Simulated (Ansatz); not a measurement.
AgBr:

```
CELL_PARAMETERS angstrom
0.00000 2.87015 2.87015
2.87015 0.00000 2.87015
2.87015 2.87015 0.00000
ATOMIC_POSITIONS crystal
Ag 0.00000 0.00000 0.00000
Br 0.50000 0.50000 0.50000
```

```yaml
Program: Ansatz 0.2.0
Task: relaxation of cell and atoms
Functional: BLYP
Dispersion: D4
Potentials_or_basis: all-electron LAPW, scalar-relativistic
Basis_error_allowed: 0.001 eV/atom
k_mesh: 8 × 8 × 8
Occupations: fermi-dirac, width 0.05 eV
Spin: no spin polarisation
```

At the start: volume 23.64 Å³/atom.

Q: Where does the relaxation end?

A: Over 4 steps the energy falls by 2.2 meV/atom and the volume is 24.25 Å³/atom (+2.6 %); space group Fm-3m (No. 225, to 0.05 Å).

The path:
| step | energy change (eV) | largest force (eV/Å) | volume (Å³) |
| --- | --- | --- | --- |
| 1 | 0.0000 | 0.0000 | 47.29 |
| 2 | -0.0040 | 0.0000 | 48.83 |
| 3 | -0.0044 | 0.0000 | 48.50 |
| 4 | -0.0044 | 0.0000 | 48.50 |

Final structure:
```yaml
crystal:
  lattice:
    - [0.00000, 2.89439, 2.89439]
    - [2.89439, 0.00000, 2.89439]
    - [2.89439, 2.89439, 0.00000]
  atoms:
    - { symbol: Ag, position: [0.00000, 0.00000, 0.00000] }
    - { symbol: Br, position: [0.50000, 0.50000, 0.50000] }
```
